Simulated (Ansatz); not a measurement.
CdTe (started from an entry of an open crystallographic database): a one-shot G0W0 calculation in Ansatz 0.2.0 (G0W0@PBE with 265 empty bands, a screening cutoff of 140 eV and a 4×4×4 mesh). The cell was relaxed beforehand with r2SCAN.

```yaml
crystal:
  lattice:
    - [0.0, 3.2799012449, 3.2799012449]
    - [3.2799012449, 0.0, 3.2799012449]
    - [3.2799012449, 3.2799012449, 0.0]
  atoms:
    - { symbol: Cd, position: [0.0, 0.0, 0.0] }
    - { symbol: Te, position: [0.25, 0.25, 0.25] }
kpoints:
  mp_grid: { grid: [4, 4, 4] }
hamiltonian:
  xc: pbe
scf:
  occupations: { method: fixed }
gw:
  n_empty_bands: 265
  ecut_chi: 140
  qp_bands: [v2, c2]
  qp_kpoints: band_edges
  screening: { model: contour_deformation }
```

The output follows, shortened, with numbered blanks.
```
Functional definition: PBE
Crystal: 2 atoms, lattice volume = 70.569 Å³
Basis set: ecut = 420 eV, 1411 PW (Γ)
Bands: 22, of which v1, the nominal top of the filled ones, is band 18 counted from 1 (17 counted from 0)
Symmetry: 24 space group operations
Space group: F-43m (ITA 216)
k-points: 8 of 64 (time reversal used)
preconditioner: auto → none  [insulator: Δε(μ)=0.640 eV  ℏωp=18.8 eV]
SCF converged after 6 iterations
Free energy (F): -15235.274291 eV
Fermi energy:    6.983416 eV
--- G₀W₀: contour deformation, 8 samples at zero and on the imaginary axis and 2 off it, 64 q-points, 265 empty bands' worth ---
    ik  band        ε_KS         Σx   Σc(E_QP)       V_xc       Z   E_QP_lin       E_QP  E_QP is
     0    17      6.9834   -17.6565     1.4885   -15.6268  0.7272     6.4133     6.4421  root
     0    18  [1]
     0    19      7.6338    -9.3169    -3.8528   -13.1924  0.7503     7.6565     7.6564  root
     0    20     11.6046    -6.4530    -4.1983   -10.6696  0.7308    11.6230    11.6230  root
     1    17      6.5847   -17.0714     1.5845   -14.9217  0.7240     5.9856     6.0196  root
     1    18      6.5847   -17.0714     1.5845   -14.9217  0.7240     5.9856     6.0196  root
     1    19      8.9008    -8.7146    -3.8956   -12.6353  0.7440     8.9259     8.9259  root
     1    20     12.1340    -6.5653    -4.3312   -10.9219  0.7264    12.1593    12.1592  root
     2    17      6.2598   -16.7059     1.6979   -14.4229  0.7203     5.6355     5.6748  root
     2    18  [2]
     2    19      8.7569    -8.2675    -3.8711   -12.1555  0.7469     8.7739     8.7739  root
     2    20     12.1864    -6.3285    -4.2546   -10.5777  0.7267    12.1810    12.1810  root
     3    17      5.9711   -16.2674     1.7572   -13.9169  0.7170     5.3353     5.3778  root
     3    18      5.9711   -16.2674     1.7572   -13.9169  0.7170     5.3353     5.3778  root
     3    19  [3]
     3    20     10.3358    -5.9941    -3.8565    -9.7197  0.7480    10.2058    10.2048  root
     6    17      5.2387   -15.5258     2.0369   -12.8675  0.7051     4.5614     4.6173  root
     6    18      5.2387   -15.5258     2.0369   -12.8675  0.7051     4.5614     4.6173  root
     6    19      9.6546    -8.0576    -3.8379   -11.8918  0.7424     9.6508     9.6508  root
     6    20      9.6634    -5.6951    -3.6306    -9.1406  0.7545     9.4800     9.4783  root
```

The points are ik 0 = (0, 0, 0) (Γ), ik 1 = (0, 0, 1/4), ik 2 = (0, 0, -1/2), ik 3 = (0, 1/4, 1/4), ik 6 = (0, -1/2, -1/2); band 18 is the last filled one.

**Question.** Fill in the blanks. They hold quasiparticle rows.

**Answer.**
```
[1]
     0    18      6.9834   -17.6565     1.4885   -15.6268  0.7272     6.4133     6.4421  root
[2]
     2    18      6.2598   -16.7059     1.6979   -14.4229  0.7203     5.6355     5.6748  root
[3]
     3    19      9.8558    -9.2531    -4.0332   -13.3611  0.7346     9.9308     9.9305  root
```
The trailing digits, and the zero of the energies, depend on the potentials and thresholds.

Command: `ansatz run input.yaml --threads 2 --pin off --max-ram 3686MiB --backend cpu --events-out ev --progress --plain --runs-dir out`. It took 2.9 min on 2 threads of Intel(R) Xeon(R) Processor @ 2.50GHz (Skylake/Cascade Lake), on a shared host; peak host memory 0.74 GiB.

Calculated for a static, non-magnetic cell.

No spin-orbit coupling is included; it can move band edges with weight on the heavy atoms by tenths of an eV.

For so narrow a gap this mesh doesn't settle the screening, and the bands and cutoff are finite.

With a shallow d shell on the cation, G0W0 converges slowly in bands and cutoff, so these values are in doubt.
